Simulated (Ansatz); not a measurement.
**SnO: energy along a strain**

SnO, P4/nmm, a = 3.837 Å, c = 4.762 Å. Ansatz: PBE+D3(BJ), PAW, 420 eV, Γ-centred 12×12×10 mesh on 4 atoms, Gaussian smearing 0.15 eV; no spin polarisation. Cell vectors (Å): 3.837 0.000 0.000; 0.000 3.837 0.000; 0.000 0.000 4.762. The cell is strained by x per cent times the pattern (0 0 0 0 0 1) in the order xx yy zz yz xz xy (engineering shears), with fractional coordinates held. y is the free energy over the start, V0 = 17.529 Å³/atom. Symmetry makes y even in x.

```tsv
x (%)	y (meV/atom)
-6.00	16.27
-3.00	4.06
0.00	0.00
1.50	?
2.25	2.29
3.75	6.35
4.50	9.14
5.25	12.45
```

Problem. Fit y = c2 x² + c4 x⁴ to the other rows, get the stiffness along the pattern, and predict the missing energy.

Solution. Least squares on the rows shown. y = 0.45106 x² + 2.3804×10⁻⁵ x⁴. The clamped-ion stiffness p·C·p = 2 × 4.511 eV × 160.2 / 17.529 Å³ = 82 GPa, which is C66 in these axes. At x = 1.50 the fit asked for gives 1.02 meV/atom. The run gave 1.02 meV/atom, the same to the digits shown.